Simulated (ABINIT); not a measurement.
Here is an ABINIT 10.8.3 (patched build) calculation.

Contents of run.abi:

```
# Pseudopotentials
pp_dirpath "./"
pseudos "Ga.GGA_PBE-ansatz.xml, P.GGA_PBE-ansatz.xml"

# Structure
acell 3.8933957971 3.8933957971 3.8933957971 Angstrom
rprim
     0.0000000000     0.7071067812     0.7071067812
     0.7071067812     0.0000000000     0.7071067812
     0.7071067812     0.7071067812     0.0000000000
ntypat 2
znucl 31 15
natom 2
typat 1 2
xred
     0.0000000000     0.0000000000     0.0000000000
     0.7500000000     0.7500000000     0.7500000000
chkprim 0
chksymtnons 0
tolsym 1.0e-6

# Plane-wave basis
ecut 15.4
pawecutdg 30.8
pawovlp 30

# k points
kptopt 4
ngkpt 6 6 6
nshiftk 1
shiftk 0.0 0.0 0.0

# Exchange and correlation
ixc 11

# Bands and occupations
nband 26
occopt 3
tsmear 0.05 eV

# Spin
nspinor 2
nspden 1
pawspnorb 1

# SCF cycle
nstep 100
tolvrs 1.0e-9

# Output
iomode 3
prtwf 0
prtden 0
prteig 0
prtebands 0
enunit 2
```

Potentials or basis: Ansatz PAW PBE default generated set, frozen core.

Run with:

```console
$ abinit run.abi > log 2>&1
```

(1) Predict the band gap on the k mesh.

(2) What does it give for the pressure?

Answers

(1) 1.55 eV, direct.

(2) 0.0 GPa.

Caveat: the atomic spheres overlap.
